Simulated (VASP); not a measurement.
SiSe2:

```
Si Se
1.0
    -2.99900    4.83450    2.92550
     2.99900   -4.83450    2.92550
     2.99900    4.83450   -2.92550
Si Se
2 4
Cartesian
  0.0000 0.0000 4.3883
  0.0000 0.0000 1.4627
  1.2694 1.1933 0.0000
  1.7296 3.6412 2.9255
  1.7296 6.0278 0.0000
  1.2694 -1.1933 2.9255
```

* Program: VASP 6.6.1
* Task: relaxation of cell and atoms
* Functional: PBEsol
* Potentials or basis: VASP PAW PBE potentials, release 64 (Si, Se)
* Cutoff: 600 eV
* k mesh: 8 × 8 × 8
* Occupations: gaussian, width 0.03 eV
* Spin: no spin polarisation

At the start: pressure 1.2 GPa; volume 28.28 Å³/atom.

Task: How do energy, volume and symmetry change on relaxing?

Result: Over 23 steps the energy falls by 3.3 meV/atom and the volume is 28.44 Å³/atom (+0.6 %); space group Ibam (No. 72, to 0.05 Å).

Step by step:
| step | energy change (eV) | largest force (eV/Å) | pressure (GPa) | volume (Å³) |
| --- | --- | --- | --- | --- |
| 1 | 0.0000 | 0.3556 | 1.18 | 169.66 |
| 2 | 0.0031 | 0.3353 | -1.35 | 174.84 |
| 3 | -0.0146 | 0.0191 | -0.07 | 172.09 |
| 4 | -0.0155 | 0.0125 | -0.03 | 171.93 |
| 5 | -0.0158 | 0.0125 | -0.01 | 171.82 |
| 6 | -0.0158 | 0.0127 | -0.01 | 171.80 |
| 7 | -0.0159 | 0.0123 | 0.00 | 171.77 |
| 8 | -0.0161 | 0.0150 | 0.04 | 171.66 |
| 9 | -0.0166 | 0.0280 | 0.10 | 171.44 |
| 10 | -0.0171 | 0.0608 | 0.23 | 170.99 |
| 11 | -0.0165 | 0.1323 | 0.51 | 170.05 |
| 12 | -0.0171 | 0.0821 | 0.31 | 170.74 |
| 13 | -0.0171 | 0.0820 | 0.31 | 170.73 |
| 14 | -0.0171 | 0.0814 | 0.31 | 170.73 |
| 15 | -0.0172 | 0.0801 | 0.31 | 170.73 |
| 16 | -0.0174 | 0.0777 | 0.30 | 170.72 |
| 17 | -0.0177 | 0.0732 | 0.28 | 170.71 |
| 18 | -0.0182 | 0.0641 | 0.25 | 170.67 |
| 19 | -0.0190 | 0.0469 | 0.18 | 170.59 |
| 20 | -0.0196 | 0.0161 | 0.07 | 170.37 |
| 21 | -0.0195 | 0.0145 | 0.07 | 170.36 |
| 22 | -0.0196 | 0.0089 | 0.04 | 170.44 |
| 23 | -0.0197 | 0.0099 | -0.01 | 170.64 |

Final structure:
```
CELL_PARAMETERS angstrom
-3.13634 4.64045 2.93113
3.13634 -4.64045 2.93113
3.13634 4.64045 -2.93113
ATOMIC_POSITIONS crystal
Si 0.75000 0.75000 0.00000
Si 0.25000 0.25000 0.00000
Se 0.12831 0.20714 0.33545
Se 0.87169 0.79286 0.66455
Se 0.62831 0.29286 0.92117
Se 0.37169 0.70714 0.07883
```

Caveat: the PAW data sets were made with another functional, which shifts forces and pressure a little.
